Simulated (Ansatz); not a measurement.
# SnTe (Fm-3m) in Ansatz: a series of runs

Aim: see how the results for SnTe move with the level of theory and the settings. Levels: r2SCAN, rPW86-PBE+rVV10. Tasks: elastic constants, single point, equation of state.

Program: Ansatz 0.2.0. These are calculated values, not measurements. Logs are shortened: lines on timing, memory, paths and dates and some standing lists are left out, and cuts for length are marked.

**Measured values to compare with.**

A printed reference work, textbook reports, for a bulk crystal of SnTe at 300 K: band gap 0.18 eV (direct).

How close the calculation comes is told below.

### 1 Starting point

Symmetry: Fm-3m, No. 225, cubic system. The conventional cell has a = 6.302 Å, b = 6.302 Å, c = 6.302 Å, α = 90.00°, β = 90.00°, γ = 90.00°. Te (site symmetry m-3m) is surrounded by 6 Sn at 3.15 Å. Sn (site symmetry m-3m) has 6 Te at 3.15 Å as nearest neighbours.

### 2 Elastic constants, r2SCAN

input.yaml reads:

```yaml
crystal:
  lattice:
    - [0.0, 3.15085, 3.15085]
    - [3.15085, 0.0, 3.15085]
    - [3.15085, 3.15085, 0.0]
  atoms:
    - { symbol: Te, position: [0.5, 0.5, 0.5] }
    - { symbol: Sn, position: [0.0, 0.0, 0.0] }
hamiltonian:
  xc: r2scan
  pseudopotentials: { kind: paw }
kpoints:
  mp_grid: { grid: [6, 6, 6] }
scf:
  occupations: { method: fixed }
output:
  forces: true
  stress: true
elastic:
  mode: relaxed_ion
  stencil: two_point
```

Potentials or basis: Ansatz PAW.

Command:

```bash
$ ansatz run input.yaml --threads 2 --pin off --max-ram 5120MiB --backend cpu --events-out ev --progress --plain --runs-dir out
```

Output:

```text
Warning: RAYON_NUM_THREADS=2 ignored (pool sized by the plan → 2); use --threads N
Engine: ansatz 0.2.0, x86_64-unknown-linux-gnu
Pseudopotentials: kind: paw
Pseudopotential: Te, paw, valence charge 16, recommended cutoff 500 eV (meta_gga), Te.paw.azcp
Pseudopotential: Sn, paw, valence charge 14, recommended cutoff 500 eV (meta_gga), Sn.paw.azcp
Functional definition: r2SCAN
  parameter k0 = 0.174
  parameter k1 = 0.065
  parameter a1 = 4.9479
  exchange = r2scan_x(k0 = k0, k1 = k1, a1 = a1)
  correlation = r2scan_c
Crystal: 2 atoms, lattice volume = 62.562 Å³
Basis set: ecut = 500 eV, 1639 PW (Γ), exchange–correlation on 144×144×144 points (64 copies of the dense FFT grid, shifted against one another)
Bands: 19, of which v1, the nominal top of the filled ones, is band 15 counted from 1 (14 counted from 0)
Symmetry: 48 space group operations
Space group: Fm-3m (ITA 225), of the structure as read, at distance tolerance 4.0e-5 Å
k-points: 16 of 216
Non-local potential: Te, projectors of the file, l = 0: 2, l = 1: 2, l = 2: 2, l = 3: 2
Non-local potential: Sn, projectors of the file, l = 0: 2, l = 1: 2, l = 2: 2, l = 3: 2
PAW form: soft (Blöchl's): semilocal exchange-correlation on the pseudo side does not see the compensation charge
PAW frozen core: Te, regenerated for the run's functional (the file was generated under x = pbe(κ = 0.804, μ = 0.2195149727645171), c = pbe(β = 0.06672455060314922))
PAW frozen core: Sn, regenerated for the run's functional (the file was generated under x = pbe(κ = 0.804, μ = 0.2195149727645171), c = pbe(β = 0.06672455060314922))
PAW one-centre angular grid: Te, 590 points (default); XC on 160 Gauss nodes
PAW one-centre angular grid: Sn, 590 points (default); XC on 249 of its mesh's 2787 points in the sphere
Initial density: superposition of atomic densities (neutral atoms: chi_scale 0, normalization atom), corrected by the library's trained network
Initial wavefunctions: pseudopotential atomic-orbital guess
Functional: x = r2scan, c = r2scan; τ floored in thin density (d = 2e-4 eV/Å³)
SCF iter   1: F=—  HF=-13033.958749 eV  |F-HF|=—  |Δ(HF+E_count)|=         —  Δρ=3.42e-3  dr2=5.57e-3  dr2_τ=6.14e-4  ethr=1.77e-3  ⟨swp⟩=4.9  Hψ=1300  notcnv=0  defer=27
preconditioner: auto → none  [insulator: Δε(μ)=0.000 eV  Ē_g=9.182 eV  n_scr=14 (ndim 8)  ℏωp=14.8 eV  f_vac=0.009  ε∞_Penn≈3.6]
SCF iter   2: F=—  HF=-13033.969172 eV  |F-HF|=—  |Δ(HF+E_count)|=   1.04e-2  Δρ=1.30e-3  dr2=8.42e-4  dr2_τ=2.81e-5  ethr=1.86e-5  ⟨swp⟩=2.8  Hψ=651  notcnv=0  defer=28
SCF iter   3: F=—  HF=-13033.969516 eV  |F-HF|=—  |Δ(HF+E_count)|=   3.44e-4  Δρ=3.97e-4  dr2=4.73e-5  dr2_τ=3.54e-6  ethr=2.81e-6  ⟨swp⟩=2.0  Hψ=580  notcnv=0  defer=28
SCF iter   4: F=—  HF=-13033.969534 eV  |F-HF|=—  |Δ(HF+E_count)|=   1.83e-5  Δρ=1.09e-4  dr2=3.19e-6  dr2_τ=8.34e-8  ethr=1.58e-7  ⟨swp⟩=2.0  Hψ=456  notcnv=0  defer=22
SCF iter   5: F=—  HF=-13033.969538 eV  |F-HF|=—  |Δ(HF+E_count)|=   3.77e-6  Δρ=2.71e-5  dr2=1.00e-6  dr2_τ=4.21e-9  ethr=1.06e-8  ⟨swp⟩=2.1  Hψ=545  notcnv=0  defer=4
SCF iter   6: F=—  HF=-13033.969538 eV  |F-HF|=—  |Δ(HF+E_count)|=   3.10e-7  Δρ=6.43e-6  dr2=3.44e-8  dr2_τ=2.64e-10  ethr=3.33e-9  ⟨swp⟩=3.0  Hψ=549  notcnv=0  defer=4
SCF iter   7: F=—  HF=-13033.969538 eV  |F-HF|=—  |Δ(HF+E_count)|=  1.78e-10  Δρ=1.64e-6  dr2=9.21e-10  dr2_τ=2.02e-11  ethr=1.15e-10  ⟨swp⟩=2.9  Hψ=470  notcnv=0  defer=4
SCF iter   8: F=—  HF=-13033.969538 eV  |F-HF|=—  |Δ(HF+E_count)|=  6.29e-10  Δρ=1.74e-7  dr2=2.92e-11  dr2_τ=2.39e-13  ethr=3.07e-12  ⟨swp⟩=2.0  Hψ=384  notcnv=0  defer=4
SCF iter   9: F=—  HF=-13033.969538 eV  |F-HF|=—  |Δ(HF+E_count)|=  1.82e-12  Δρ=2.81e-8  dr2=3.05e-13  dr2_τ=8.45e-15  ethr=9.72e-14 (applied; sched 1.00e-12)  ⟨swp⟩=2.0  Hψ=431  notcnv=0  defer=4
SCF iter  10: F=-13033.969538 eV  HF=-13033.969538 eV  |F-HF|=1.82e-12  |Δ(HF+E_count)|=  1.82e-12  Δρ=2.56e-9  dr2=3.48e-15  dr2_τ=8.25e-17  ethr=1.00e-12  ⟨swp⟩=7.5  Hψ=1583  notcnv=0
SCF 1 converged in 10 iterations: F = -13033.969538 eV  dr2 = 3.48e-15
[... 2 lines left out ...]
[... 36 lines left out ...]
[... 8 lines left out ...]
SCF 5 converged in 9 iterations: F = -13033.969523 eV  dr2 = 4.30e-14
[... 7 lines left out ...]
SCF 6 converged in 5 iterations: F = -13033.969523 eV  dr2 = 4.82e-14
SCF converged after 2 iterations
Free energy (F): -13033.969538 eV
Harris-Foulkes:  -13033.969538 eV  (|F-HF|=0.00e0)
Internal energy: -13033.969538 eV  (E = F + TS)
E sigma→0 (E₀):  -13033.969538 eV
Fermi energy:    9.836392 eV
--- Per-component energies (eV) ---
  E_band       = -374.949178
  E_kinetic    = 365.730961
  E_local      = -2153.188853  (includes V_loc(G=0)·N_el)
  E_nonlocal   = -343.622688
  E_hartree    = 1354.806011
  E_xc         = -491.111459
  E_vxc        = -217.331705  (∫ρ·V_xc dr)
  E_paw        = -8842.113125  (= ΣΔE_a)
  E_vpaw       = -749.535819  (= ΣTr[D̂ρ^β])
  E_aug_tail   = -0.000036  (compensation charges beyond the density's cutoff)
  E_vtau       = 13.386941  (kinetic-family band-sum trace: ∫τ·v_τ [+ j·A + Jᵃ·Aᵃ] dr)
  E_ewald      = -2925.490525
  E_core_change = 1.020175  (= ΣΔE_core)
  E_smearing   = -0.000000  (= −TS)
  E_closure    = -0.000000  (closes the sum)
  Σ components = -13033.969538   (vs F -13033.969538, Δ=0.00e0)
--- Forces (eV/Å), atoms counted from 1 ---
  atom   1  Te     0.00000000    -0.00000000    -0.00000000
  atom   2  Sn     0.00000000    -0.00000000    -0.00000000
  max |Σ_I F_I| component: 8.62e-29 eV/Å
--- Stress (GPa, compression-positive) ---
        1.784527       0.000000       0.000000
       -0.000000       1.784527       0.000000
        0.000000       0.000000       1.784527
  P = ⅓ Tr σ = 1.7845 GPa (17.845 kbar)
--- Band table (eV; the first three rows and the last of 16) ---
  k-point 0: bands = ["-28.3573", "-28.3573", "-28.3509", "-28.3509", "-28.3509", "-13.0831", "-13.0831", "-13.0783", "-13.0783", "-13.0783", "-3.7509", "5.0161", "7.2604", "7.2604", "7.2604", "13.1829", "13.1829", "13.1829", "14.7321"]
  k-point 1: bands = ["-28.3572", "-28.3572", "-28.3508", "-28.3507", "-28.3507", "-13.0848", "-13.0848", "-13.0780", "-13.0767", "-13.0767", "-3.5061", "3.7009", "7.3114", "7.3114", "8.2000", "12.0653", "12.0653", "12.1977", "14.7428"]
  k-point 2: bands = ["-28.3571", "-28.3571", "-28.3506", "-28.3503", "-28.3503", "-13.0885", "-13.0885", "-13.0772", "-13.0731", "-13.0731", "-2.8666", "1.8635", "7.4830", "7.4830", "9.1329", "10.6397", "10.6397", "10.8385", "15.9178"]
  k-point 15: bands = ["-28.3576", "-28.3568", "-28.3508", "-28.3499", "-28.3495", "-13.1000", "-13.0825", "-13.0786", "-13.0712", "-13.0673", "-1.9892", "2.1730", "4.1247", "5.0178", "7.6179", "11.8944", "13.3721", "15.3627", "15.6136"]
--- Elastic constants: 2 strain directions × 2 members + reference (group order 48) ---
  dense FFT box of the reference and of every strained cell: 36×36×36
  strains applied: 11, 23; error gains: componentwise 1.00 (the most a stress slope's error grows in a printed constant), spectral 1.73 (1 for all six strains in a standard setting)
  C = ∂σ_k/∂η_j (tension-positive GPa; Voigt order 11 22 33 23 13 12):
       147.310      5.805      5.805     -0.000      0.000     -0.000
         5.805    147.310      5.805     -0.000     -0.000      0.000
         5.805      5.805    147.310      0.000     -0.000     -0.000
         0.000     -0.000     -0.000     18.034     -0.000      0.000
         0.000     -0.000     -0.000      0.000     18.034     -0.000
        -0.000      0.000      0.000      0.000     -0.000     18.034
  reference stress σ⁰ (GPa):     -1.785     -1.785     -1.785     -0.000      0.000     -0.000
  C* (energy form; C + prestress term) asymmetry max|C*_kj − C*_jk| = 1.776e-15 GPa — a small one proves nothing (zero by symmetry where the batch's group is 432, −43m or m−3m); a large one is finite-difference/SCF noise where every solve meets its electron count
  moduli (Voigt/Reuss/Hill, GPa): K = 52.97/52.97/52.97   G = 39.12/25.69/32.41   E = 80.75   ν = 0.246
  mechanically stable: yes (min eigenvalue of sym C = 18.03 GPa)
  strain η (Voigt 11):  stress-route row diagonal C_11 = 147.31 GPa, energy-path curvature d²(F+E_count+ΔE)/dδ²/Ω₀ = 147.32 GPa
         δ    σ_11 (GPa)             F (eV)   n_scf  n_hpsi   n_pw
    -2.000e-3      -2.0827      -13033.9680290       8   11929   1600   relax 0 steps, max|allowed force component| 6.09e-29 eV/Å
     2.000e-3      -1.4935      -13033.9708172       6    9941   1639   relax 0 steps, max|allowed force component| 5.65e-29 eV/Å
  strain η (Voigt 23):  stress-route row diagonal C_44 = 18.03 GPa, energy-path curvature d²(F+E_count+ΔE)/dδ²/Ω₀ = 18.94 GPa
         δ    σ_23 (GPa)             F (eV)   n_scf  n_hpsi   n_pw
    -2.000e-3      -0.0361      -13033.9695231       9   17236   1615   relax 0 steps, max|allowed force component| 1.34e-29 eV/Å
     2.000e-3       0.0361      -13033.9695231       5   12236   1615   relax 0 steps, max|allowed force component| 2.52e-29 eV/Å
```

Run time: 23 s. Hardware: 2 threads of Intel Xeon Platinum 8259CL at 2.50GHz (Skylake/Cascade Lake), shared host; peak memory 0.67 GiB.

What came out:

| Item | Value |
| --- | --- |
| Free energy | -13033.9695 eV |
| Pressure | 1.8 GPa |
| Band gap on the k mesh | 0.03 eV, direct |
| Elastic constants C11, C12, C44 | 147, 6, 18 GPa |
| Voigt bulk modulus | 53 GPa |

Levels at points of the mesh, in eV from the valence-band top:
```
             k point  band 13  band 14  band 15  band 16  band 17  band 18
  (0.00, 0.00, 0.00)    -2.58    -2.58    -2.58     3.35     3.35     3.35
 (0.00, 0.00, -0.50)    -2.21    -2.21     0.00     0.03     0.19     0.19
(0.00, -0.50, -0.50)    -6.07    -4.21    -4.21     2.23     5.02     5.02
```

Elastic tensor in Voigt notation (GPa, in the Cartesian axes of the cell as first typed):
```
147   6   6   0   0   0
  6 147   6   0   0   0
  6   6 147   0   0   0
  0   0   0  18   0   0
  0   0   0   0  18   0
  0   0   0   0   0  18
```

Caveat: spin-orbit coupling is left out, which moves the levels of the heavy elements; the PAW data sets come from PBE, with cores solved anew for the run's functional, which leaves a small shift of forces and pressure.

### 3 Single point, rPW86-PBE+rVV10, 29.40 Å³/atom (volume scaled by 0.94)

input.yaml reads:

```yaml
crystal:
  lattice:
    - [0.0, 3.0865288906, 3.0865288906]
    - [3.0865288906, 0.0, 3.0865288906]
    - [3.0865288906, 3.0865288906, 0.0]
  atoms:
    - { symbol: Te, position: [0.5, 0.5, 0.5] }
    - { symbol: Sn, position: [0.0, 0.0, 0.0] }
hamiltonian:
  xc: { exchange: rpw86, correlation: pbe }
  pseudopotentials: { kind: paw }
  dispersion: rvv10
kpoints:
  mp_grid: { grid: [7, 7, 7] }
scf:
  occupations: { method: fermi_dirac, width: 0.05 }
output:
  forces: true
  stress: true
  eigenvalues: true
```

Potentials or basis: Ansatz PAW.

Command:

```bash
$ ansatz run input.yaml --threads 2 --pin off --max-ram 5120MiB --backend cpu --events-out ev --progress --plain --runs-dir out
```

It took 3 s on 2 threads of Intel Xeon Platinum 8259CL at 2.50GHz (Skylake/Cascade Lake), shared host; peak memory 0.44 GiB.

It converged, with:

* Free energy: -13095.6461 eV
* Pressure: 7.5 GPa

Caveat: this odd mesh misses L, where the gap lies, so gap, dielectric constants and Born charges aren't listed; the PAW data sets come from PBE, with cores solved anew for the run's functional, which leaves a small shift of forces and pressure.

### 4 Single point, rPW86-PBE+rVV10, 30.03 Å³/atom (volume scaled by 0.96)

Changes to input.yaml since step 3:

```diff
@@ -2,5 +2,5 @@
   lattice:
-    - [0.0, 3.0865288906, 3.0865288906]
-    - [3.0865288906, 0.0, 3.0865288906]
-    - [3.0865288906, 3.0865288906, 0.0]
+    - [0.0, 3.1082657258, 3.1082657258]
+    - [3.1082657258, 0.0, 3.1082657258]
+    - [3.1082657258, 3.1082657258, 0.0]
   atoms:
```

Command:

```bash
$ ansatz run input.yaml --threads 2 --pin off --max-ram 5120MiB --backend cpu --events-out ev --progress --plain --runs-dir out
```

Wall time 2.8 s (2 threads of Intel Xeon Platinum 8259CL at 2.50GHz (Skylake/Cascade Lake), shared host); peak memory 0.44 GiB.

The run converged. Its results:

| Quantity | Value |
| --- | --- |
| Free energy | -13095.6991 eV |
| Pressure | 6.1 GPa |

Caveat: this odd mesh misses L, where the gap lies, so gap, dielectric constants and Born charges aren't listed; the PAW data sets come from PBE, with cores solved anew for the run's functional, which leaves a small shift of forces and pressure.

### 5 Single point, rPW86-PBE+rVV10, 30.66 Å³/atom (volume scaled by 0.98)

Changes to input.yaml since step 4:

```diff
@@ -2,5 +2,5 @@
   lattice:
-    - [0.0, 3.1082657258, 3.1082657258]
-    - [3.1082657258, 0.0, 3.1082657258]
-    - [3.1082657258, 3.1082657258, 0.0]
+    - [0.0, 3.1297027185, 3.1297027185]
+    - [3.1297027185, 0.0, 3.1297027185]
+    - [3.1297027185, 3.1297027185, 0.0]
   atoms:
@@ -20 +20,5 @@
   eigenvalues: true
+  write_density: true
+  write_potential: true
+  elf: true
+  volumetric_format: npy
```

Command:

```bash
$ ansatz run input.yaml --threads 2 --pin off --max-ram 5120MiB --backend cpu --events-out ev --progress --plain --runs-dir out
```

It took 2.9 s on 2 threads of Intel Xeon Platinum 8259CL at 2.50GHz (Skylake/Cascade Lake), shared host; peak memory 0.45 GiB.

The run converged. Its results:

```yaml
Free_energy: -13095.7415 eV
Pressure: 4.8 GPa
```

Caveat: this odd mesh misses L, where the gap lies, so gap, dielectric constants and Born charges aren't listed; the PAW data sets come from PBE, with cores solved anew for the run's functional, which leaves a small shift of forces and pressure.

### 6 Single point, rPW86-PBE+rVV10, 31.28 Å³/atom

Changes to input.yaml since step 5:

```diff
@@ -2,5 +2,5 @@
   lattice:
-    - [0.0, 3.1297027185, 3.1297027185]
-    - [3.1297027185, 0.0, 3.1297027185]
-    - [3.1297027185, 3.1297027185, 0.0]
+    - [0.0, 3.15085, 3.15085]
+    - [3.15085, 0.0, 3.15085]
+    - [3.15085, 3.15085, 0.0]
   atoms:
```

Potentials or basis: Ansatz PAW.

Command:

```bash
$ ansatz run input.yaml --threads 2 --pin off --max-ram 5120MiB --backend cpu --events-out ev --progress --plain --runs-dir out
```

Run time: 2.9 s. Hardware: 2 threads of Intel Xeon Platinum 8259CL at 2.50GHz (Skylake/Cascade Lake), shared host; peak memory 0.45 GiB.

It converged, with:

* Free energy: -13095.7743 eV
* Pressure: 3.6 GPa

Caveat: this odd mesh misses L, where the gap lies, so gap, dielectric constants and Born charges aren't listed; the PAW data sets come from PBE, with cores solved anew for the run's functional, which leaves a small shift of forces and pressure.

### 7 Single point, rPW86-PBE+rVV10, 31.91 Å³/atom (volume scaled by 1.02)

Changes to input.yaml since step 6:

```diff
@@ -2,5 +2,5 @@
   lattice:
-    - [0.0, 3.15085, 3.15085]
-    - [3.15085, 0.0, 3.15085]
-    - [3.15085, 3.15085, 0.0]
+    - [0.0, 3.1717171644, 3.1717171644]
+    - [3.1717171644, 0.0, 3.1717171644]
+    - [3.1717171644, 3.1717171644, 0.0]
   atoms:
@@ -20,5 +20 @@
   eigenvalues: true
-  write_density: true
-  write_potential: true
-  elf: true
-  volumetric_format: npy
```

Command:

```bash
$ ansatz run input.yaml --threads 2 --pin off --max-ram 5120MiB --backend cpu --events-out ev --progress --plain --runs-dir out
```

It took 2.8 s on 2 threads of Intel Xeon Platinum 8259CL at 2.50GHz (Skylake/Cascade Lake), shared host; peak memory 0.44 GiB.

It converged, with:

* Free energy: -13095.7984 eV
* Pressure: 2.6 GPa

Caveat: this odd mesh misses L, where the gap lies, so gap, dielectric constants and Born charges aren't listed; the PAW data sets come from PBE, with cores solved anew for the run's functional, which leaves a small shift of forces and pressure.

### 8 Single point, rPW86-PBE+rVV10, 32.53 Å³/atom (volume scaled by 1.04)

Changes to input.yaml since step 7:

```diff
@@ -2,5 +2,5 @@
   lattice:
-    - [0.0, 3.1717171644, 3.1717171644]
-    - [3.1717171644, 0.0, 3.1717171644]
-    - [3.1717171644, 3.1717171644, 0.0]
+    - [0.0, 3.1923133075, 3.1923133075]
+    - [3.1923133075, 0.0, 3.1923133075]
+    - [3.1923133075, 3.1923133075, 0.0]
   atoms:
@@ -20 +20,5 @@
   eigenvalues: true
+  write_density: true
+  write_potential: true
+  elf: true
+  volumetric_format: npy
```

Command:

```bash
$ ansatz run input.yaml --threads 2 --pin off --max-ram 5120MiB --backend cpu --events-out ev --progress --plain --runs-dir out
```

Wall time 3.3 s (2 threads of Intel Xeon Platinum 8259CL at 2.50GHz (Skylake/Cascade Lake), shared host); peak memory 0.45 GiB.

It converged, with:

- Free energy: -13095.8146 eV
- Pressure: 1.6 GPa

Caveat: this odd mesh misses L, where the gap lies, so gap, dielectric constants and Born charges aren't listed; the PAW data sets come from PBE, with cores solved anew for the run's functional, which leaves a small shift of forces and pressure.

### 9 Single point, rPW86-PBE+rVV10, 33.16 Å³/atom (volume scaled by 1.06)

Changes to input.yaml since step 8:

```diff
@@ -2,5 +2,5 @@
   lattice:
-    - [0.0, 3.1923133075, 3.1923133075]
-    - [3.1923133075, 0.0, 3.1923133075]
-    - [3.1923133075, 3.1923133075, 0.0]
+    - [0.0, 3.2126470615, 3.2126470615]
+    - [3.2126470615, 0.0, 3.2126470615]
+    - [3.2126470615, 3.2126470615, 0.0]
   atoms:
@@ -20,5 +20 @@
   eigenvalues: true
-  write_density: true
-  write_potential: true
-  elf: true
-  volumetric_format: npy
```

Potentials or basis: Ansatz PAW.

Command:

```bash
$ ansatz run input.yaml --threads 2 --pin off --max-ram 5120MiB --backend cpu --events-out ev --progress --plain --runs-dir out
```

It took 2.6 s on 2 threads of Intel Xeon Platinum 8259CL at 2.50GHz (Skylake/Cascade Lake), shared host; peak memory 0.45 GiB.

Results (log left out):

| Property | Result |
| --- | --- |
| Free energy | -13095.8238 eV |
| Pressure | 0.7 GPa |

Caveat: this odd mesh misses L, where the gap lies, so gap, dielectric constants and Born charges aren't listed; the PAW data sets come from PBE, with cores solved anew for the run's functional, which leaves a small shift of forces and pressure.

### 10 Equation of state, rPW86-PBE+rVV10

No new run: the results of the series are fitted here.

What came out:

* Equilibrium volume: 33.75 Å³/atom (rough: see the caveat)
* Bulk modulus: 41 GPa (rough)

Energy against volume, from the lowest point:
```csv
volume (Å³/atom),energy (meV/atom)
29.404,88.83
30.030,62.34
30.656,41.14
31.281,24.75
31.907,12.70
32.532,4.57
33.158,0.00
```

Caveat: the potentials were made for another functional, which shifts forces and pressure; this odd mesh misses L, where the gap lies, so gap, dielectric constants and Born charges aren't listed; the minimum lies outside the volumes run. Spin-orbit coupling is left out, which matters for the levels of Te.

### 11 Comparison with measurements

Step 2. Measured gap of SnTe: 0.18 eV (direct; 300 K; a printed reference work, textbook). This calculation gives 0.03 eV (-0.15 eV). Spin-orbit coupling on Sn, Te is left out. The value is that of r2SCAN on a finite k mesh, which can miss the band edges, without temperature or zero-point motion.
